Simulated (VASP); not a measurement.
A run of VASP 6.6.1 is set up as follows.

File INCAR:

```
SYSTEM = Ge
  PREC = Accurate
  ENCUT = 520
  EDIFF = 1E-7
  ISMEAR = 0
  SIGMA = 0.1
  LREAL = .FALSE.
  LASPH = .TRUE.
  NELM = 100
  ALGO = Fast
  ISIF = 2
  LWAVE = .FALSE.
  LCHARG = .FALSE.
  GGA = PE
  NBANDS = 51
```

KPOINTS

```
regular mesh
0
G
  6 6 10
  0 0 0
```

File POSCAR:

```
Ge
1.0
    6.4124018035      0.0000000000      0.0000000000
   -3.2062009018      5.5533028611      0.0000000000
    0.0000000000      0.0000000000      3.9676319450
Ge
6
Direct
    0.6191010746      0.0000000000      0.0000000000
    0.0000000000      0.6191010746      0.6666666667
    0.3808989254      0.3808989254      0.3333333333
    0.3808989254      0.0000000000      0.5000000000
    0.0000000000      0.3808989254      0.1666666667
    0.6191010746      0.6191010746      0.8333333333
```

Potentials or basis: VASP PAW PBE potentials, release 64 (Ge_d).

Launch:

```bash
$ cat potpaw_PBE.64/Ge_d/POTCAR > POTCAR
$ mpirun -np 1 vasp_std > vasp.out
```

(1) Predict the pressure.

(2) Estimate the band gap on the k mesh.

Answers

(1) 0.0 GPa.

(2) none (metal or under the smearing width).
